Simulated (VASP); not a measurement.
# CoSi under changes of volume

One of the cells (10.973 Å³/atom); the others are scaled copies at fixed shape and fractional positions:

```
CELL_PARAMETERS angstrom
2.79975 0.00000 0.00000
0.00000 2.79975 0.00000
0.00000 0.00000 2.79975
ATOMIC_POSITIONS crystal
Co 0.00000 0.00000 0.00000
Si 0.50000 0.50000 0.50000
```

Measurements of this composition are mostly on another form, of space group No. 198.

- Program: VASP 6.6.1
- Functional: PBE
- Potentials or basis: VASP PAW PBE potentials, release 64 (Co, Si)
- Cutoff: 520 eV
- k mesh: 10 × 10 × 10
- Occupations: fermi-dirac, width 0.05 eV
- Spin: collinear spin, ferromagnetic start
- Starting moments: [2.0, 0.0] μB

```tsv
volume (Å³/atom)	energy over the lowest point (meV/atom)	pressure (GPa)	moment (μB per cell)
10.112	?	?	?
10.328	11.89	10.1	0.52
10.543	1.70	5.1	0.53
10.973	0.00	-3.5	0.55
11.188	7.37	-7.2	0.56
11.403	19.53	-10.5	0.58
```

**Question.** What does the run at 10.112 Å³/atom give?

**Answer.** Energy over the lowest point 29.02 meV/atom; pressure 15.5 GPa; moment 0.50 μB per cell.

Worked out: A Birch-Murnaghan fit of order 3 (a polynomial in V^(-2/3)) to the other rows has its minimum at 10.79 Å³/atom with B0 = V·E''(V) = 215 GPa and B' = 3.9. It gives 29.27 meV/atom at 10.112 Å³/atom, against the run's 29.02, and -dE/dV = 15.7 GPa, against 15.5. A straight line through the other rows of the moment, of slope 0.053 μB per Å³/atom, extrapolates to 0.51 μB, against the run's 0.50.

Energies are extrapolated to zero smearing.
